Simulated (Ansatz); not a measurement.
Input and command of a calculation in Ansatz (plane waves; scalar-relativistic PAW potentials unless the input names others):

```yaml
crystal:
  lattice:
    - [4.0010046537, 0.0, 0.0]
    - [-2.0005023269, 3.4649716708, 0.0]
    - [0.0, 0.0, 25.6171215152]
  atoms:
    - { symbol: As, position: [0.0, 0.0, 0.2927729408] }
    - { symbol: Ga, position: [0.3333333333, 0.6666666667, 0.3246540268] }
    - { symbol: As, position: [0.3333333333, 0.6666666667, 0.4202972849] }
    - { symbol: Ga, position: [0.6666666667, 0.3333333333, 0.4521783709] }
    - { symbol: As, position: [0.6666666667, 0.3333333333, 0.5478216291] }
    - { symbol: Ga, position: [0.0, 0.0, 0.5797027151] }
    - { symbol: As, position: [0.0, 0.0, 0.6753459732] }
    - { symbol: Ga, position: [0.3333333333, 0.6666666667, 0.7072270592] }
basis:
  ecutwfc: 420
kpoints:
  mp_grid: { grid: [9, 9, 1] }
hamiltonian:
  xc: pbesol
scf:
  occupations: { method: fixed }
  max_iter: 100
output:
  forces: true
  eigenvalues: true
  stress: true
efield:
  axis: 3
  dipole_correction: true
  ramp_width: 0.04
```

```bash
ansatz run input.yaml --threads 1 --pin off --max-ram 2560MiB --backend cpu --events-out ev --progress --plain --runs-dir out
```

Abridged log:
```
Basis set: ecut = 420 eV, 7009 PW (Γ), exchange–correlation on 54×54×360 points (8 copies of the dense FFT grid, shifted against one another)
Bands: 68, of which v1, the nominal top of the filled ones, is band 56 counted from 1 (55 counted from 0)
Symmetry: 6 space group operations
k-points: 12 of 81 (time reversal used)
SCF iter   1: F=—  HF=-34225.291358 eV  |F-HF|=—  |Δ(HF+E_count)|=         —  Δρ=5.65e-3  dr2=4.46e0  ethr=1.77e-3  p=0.143 e·Å  D=7.29e-2 V/Å  ΔV_dip=-1.87 eV  dr2_dipole=3.44e0  V_vac-E_F(+/−)=3.54/5.41 eV  ⟨swp⟩=5.2  Hψ=2532  notcnv=0  defer=111
efield: sawtooth ramp at fractional position 0.9800 (placed from the atoms, in the widest stretch of the axis that holds none; the zero of the levels goes with the place), width 0.0400; the density the first Hamiltonian is built on has a dipole p = 0.143 e·Å; the dipole correction subtracts the counter field D = 7.29e-2 V/Å, which shifts the + side's vacuum level by -1.87 eV against the − side's; the planar-averaged density in the ramp window peaks in size at 5.0e-5 e/Å³
SCF iter   2: F=—  HF=-34253.814699 eV  |F-HF|=—  |Δ(HF+E_count)|=    2.85e1  Δρ=6.63e-2  dr2=1.16e3  ethr=1.77e-3  p=0.947 e·Å  D=4.83e-1 V/Å  ΔV_dip=-12.37 eV  dr2_dipole=1.06e3  V_vac-E_F(+/−)=-1.53/10.84 eV  ⟨swp⟩=4.1  Hψ=1305  notcnv=0  defer=108  κ⁻¹=1.0e0(r=1)
density mixer auto → broyden: gapped, with many states about μ (density of states about μ 0.81 of a free-electron gas's, 84 screened modes)
SCF iter   3: F=—  HF=-34225.357545 eV  |F-HF|=—  |Δ(HF+E_count)|=    2.85e1  Δρ=1.48e-2  dr2=2.09e1  ethr=1.77e-3  p=0.167 e·Å  D=8.49e-2 V/Å  ΔV_dip=-2.17 eV  dr2_dipole=1.77e1  V_vac-E_F(+/−)=3.53/5.71 eV  ⟨swp⟩=4.1  Hψ=1192  notcnv=0  defer=117  κ⁻¹=3.8e-4(r=2)
SCF iter   4: F=—  HF=-34225.184077 eV  |F-HF|=—  |Δ(HF+E_count)|=   1.73e-1  Δρ=2.88e-3  dr2=1.24e0  ethr=1.77e-3  p=0.130 e·Å  D=6.63e-2 V/Å  ΔV_dip=-1.70 eV  dr2_dipole=1.08e0  V_vac-E_F(+/−)=3.67/5.37 eV  ⟨swp⟩=1.0  Hψ=948  notcnv=0  defer=96  κ⁻¹=7.8e-6(r=3)
SCF iter   5: F=—  HF=-34225.168774 eV  |F-HF|=—  |Δ(HF+E_count)|=   1.53e-2  Δρ=2.72e-3  dr2=2.72e-1  ethr=1.10e-3  p=0.137 e·Å  D=6.98e-2 V/Å  ΔV_dip=-1.79 eV  dr2_dipole=2.12e-1  V_vac-E_F(+/−)=3.59/5.38 eV  ⟨swp⟩=1.0  Hψ=775  notcnv=0  defer=87  κ⁻¹=2.3e-6(r=4)
SCF iter   6: F=—  HF=-34225.174046 eV  |F-HF|=—  |Δ(HF+E_count)|=   5.27e-3  Δρ=4.21e-3  dr2=1.66e0  ethr=2.43e-4  p=0.142 e·Å  D=7.23e-2 V/Å  ΔV_dip=-1.85 eV  dr2_dipole=1.39e0  V_vac-E_F(+/−)=3.48/5.33 eV  ⟨swp⟩=1.0  Hψ=738  notcnv=0  defer=92  κ⁻¹=6.3e-7(r=5)
SCF iter   7: F=—  HF=-34225.163824 eV  |F-HF|=—  |Δ(HF+E_count)|=   1.02e-2  Δρ=7.18e-4  dr2=8.15e-2  ethr=2.43e-4  p=0.145 e·Å  D=7.40e-2 V/Å  ΔV_dip=-1.90 eV  dr2_dipole=6.97e-2  V_vac-E_F(+/−)=3.38/5.27 eV  ⟨swp⟩=1.0  Hψ=790  notcnv=0  defer=83  κ⁻¹=3.7e-7(r=6)
SCF iter   8: F=—  HF=-34225.163566 eV  |F-HF|=—  |Δ(HF+E_count)|=   2.58e-4  Δρ=4.10e-4  dr2=2.07e-2  ethr=7.28e-5  p=0.149 e·Å  D=7.61e-2 V/Å  ΔV_dip=-1.95 eV  dr2_dipole=1.59e-2  V_vac-E_F(+/−)=3.30/5.25 eV  ⟨swp⟩=1.0  Hψ=857  notcnv=0  defer=84  κ⁻¹=1.9e-8(r=7)
SCF iter   9: F=—  HF=-34225.163819 eV  |F-HF|=—  |Δ(HF+E_count)|=   2.53e-4  Δρ=6.77e-4  dr2=5.84e-2  ethr=1.84e-5  p=0.152 e·Å  D=7.75e-2 V/Å  ΔV_dip=-1.98 eV  dr2_dipole=4.89e-2  V_vac-E_F(+/−)=3.27/5.25 eV  ⟨swp⟩=1.1  Hψ=755  notcnv=0  defer=85  κ⁻¹=5.6e-9(r=8)
SCF iter  10: F=—  HF=-34225.163470 eV  |F-HF|=—  |Δ(HF+E_count)|=   3.49e-4  Δρ=3.72e-4  dr2=1.02e-2  ethr=1.84e-5  p=0.155 e·Å  D=7.87e-2 V/Å  ΔV_dip=-2.02 eV  dr2_dipole=8.53e-3  V_vac-E_F(+/−)=3.23/5.24 eV  ⟨swp⟩=1.2  Hψ=739  notcnv=0  defer=101  κ⁻¹=9.2e-9(r=8)
SCF iter  11: F=—  HF=-34225.163419 eV  |F-HF|=—  |Δ(HF+E_count)|=   5.18e-5  Δρ=2.45e-4  dr2=4.45e-3  ethr=9.13e-6  p=0.154 e·Å  D=7.85e-2 V/Å  ΔV_dip=-2.01 eV  dr2_dipole=3.74e-3  V_vac-E_F(+/−)=3.24/5.25 eV  ⟨swp⟩=1.0  Hψ=755  notcnv=0  defer=92  κ⁻¹=1.5e-8(r=8)
SCF iter  12: F=—  HF=-34225.163390 eV  |F-HF|=—  |Δ(HF+E_count)|=   2.88e-5  Δρ=2.91e-5  dr2=1.05e-4  ethr=3.97e-6  p=0.154 e·Å  D=7.83e-2 V/Å  ΔV_dip=-2.01 eV  dr2_dipole=8.91e-5  V_vac-E_F(+/−)=3.25/5.26 eV  ⟨swp⟩=1.4  Hψ=741  notcnv=0  defer=94  κ⁻¹=1.3e-8(r=8)
SCF iter  13: F=—  HF=-34225.163386 eV  |F-HF|=—  |Δ(HF+E_count)|=   3.99e-6  Δρ=7.48e-6  dr2=3.41e-6  ethr=9.40e-8  p=0.154 e·Å  D=7.82e-2 V/Å  ΔV_dip=-2.00 eV  dr2_dipole=2.38e-6  V_vac-E_F(+/−)=3.25/5.26 eV  ⟨swp⟩=2.0  Hψ=842  notcnv=0  defer=83  κ⁻¹=1.4e-8(r=8)
SCF iter  14: F=—  HF=-34225.163402 eV  |F-HF|=—  |Δ(HF+E_count)|=   1.57e-5  Δρ=3.99e-6  dr2=2.50e-7  ethr=3.04e-9  p=0.153 e·Å  D=7.82e-2 V/Å  ΔV_dip=-2.00 eV  dr2_dipole=1.90e-7  V_vac-E_F(+/−)=3.25/5.26 eV  ⟨swp⟩=2.0  Hψ=875  notcnv=0  defer=83  κ⁻¹=3.3e-9(r=8)
SCF iter  15: F=—  HF=-34225.163402 eV  |F-HF|=—  |Δ(HF+E_count)|=   1.84e-8  Δρ=1.38e-6  dr2=1.13e-7  ethr=8.93e-11  p=0.154 e·Å  D=7.82e-2 V/Å  ΔV_dip=-2.00 eV  dr2_dipole=7.22e-8  V_vac-E_F(+/−)=3.25/5.26 eV  ⟨swp⟩=14.3  Hψ=4184  notcnv=0  κ⁻¹=5.1e-9(r=8)
SCF iter  16: F=-34225.163402 eV  HF=-34225.163402 eV  |F-HF|=3.57e-9  |Δ(HF+E_count)|=  8.73e-11  Δρ=2.87e-7  dr2=2.10e-9  ethr=8.93e-11  p=0.154 e·Å  D=7.82e-2 V/Å  ΔV_dip=-2.00 eV  dr2_dipole=1.62e-9  V_vac-E_F(+/−)=3.25/5.26 eV  ⟨swp⟩=4.6  Hψ=2177  notcnv=0
SCF 1 converged in 16 iterations: F = -34225.163402 eV  dr2 = 2.10e-9
SCF converged after 16 iterations
Stability not checked: this state was not tested for a lower state beside it, because the mixer in use, unlike msr1, does not test its closes by its own steps (another_mixer; see scf.mixing.algorithm and scf.lower_state_search)
Free energy (F): -34225.163402 eV
Harris-Foulkes:  -34225.163402 eV  (|F-HF|=3.57e-9)
Internal energy: -34225.163402 eV  (E = F + TS)
E sigma→0 (E₀):  -34225.163402 eV
Fermi energy:    2.283810 eV
Dipole field:    D = 0.078184 V/Å  (p = 0.153445 e·Å, saw-weighted, corrected)
Work function:   Φ+ = 3.2526 eV   Φ− = 5.2554 eV
Levels:          The Fermi level and band energies are counted from a zero that moves with the ramp; work functions are not
--- Forces (eV/Å), atoms counted from 1 ---
  atom   1  As     0.00000000     0.00000000     0.30740382
  atom   2  Ga     0.00000000     0.00000000    -0.70175509
  atom   3  As     0.00000000     0.00000000     0.55071956
  atom   4  Ga     0.00000000     0.00000000    -0.41212444
  atom   5  As     0.00000000     0.00000000     0.33753411
  atom   6  Ga     0.00000000     0.00000000    -0.47690022
  atom   7  As     0.00000000     0.00000000     0.66503432
  atom   8  Ga     0.00000000     0.00000000    -0.26991723
--- Stress (GPa, compression-positive) ---
       -0.144728       0.000000       0.000000
        0.000000      -0.144728       0.000000
        0.000000       0.000000       0.854997
  P = ⅓ Tr σ = 0.1885 GPa (1.885 kbar)
```

Problem. What is wrong with this input?

Solution. The fault is fixed occupations on a metal: they fill the same number of bands at every k-point, while the true filling differs from point to point (scf.occupations: {"method": "gaussian", "width": 0.05} → {"method": "fixed"}, the first being the value of the sound run). Setting it back cures it. The log, from which this was withheld above, says: «WARN: a fill by count may have filled part of one level: at k-index 0 the highest filled band, 2.283810 eV, and the lowest empty band, 2.283810 eV, stand 3.997e-15 eV apart, within the solve's uncertainty, 3.162e-4 eV. If they are one level, whatever splits it, however little, can move the result. A smearing (`scf.occupations.method` with a `width`) well over the split that the run's distortions make …» The run converged all the same, with an energy at zero smearing 6.78 meV/atom above the reference's, pressure 0.19 GPa (averaged over a cell that holds vacuum), largest force 0.702 eV/Å, no gap on the mesh, so convergence alone doesn't show that an input is right. A reference run from the same start on usual settings converged with pressure 0.09 GPa (averaged over a cell that holds vacuum), largest force 0.625 eV/Å, no gap on the mesh.

The run took 40 s on 1 thread of AMD EPYC 7R43 64-Core Processor (Zen 3) (shared host), peak memory 0.67 GiB.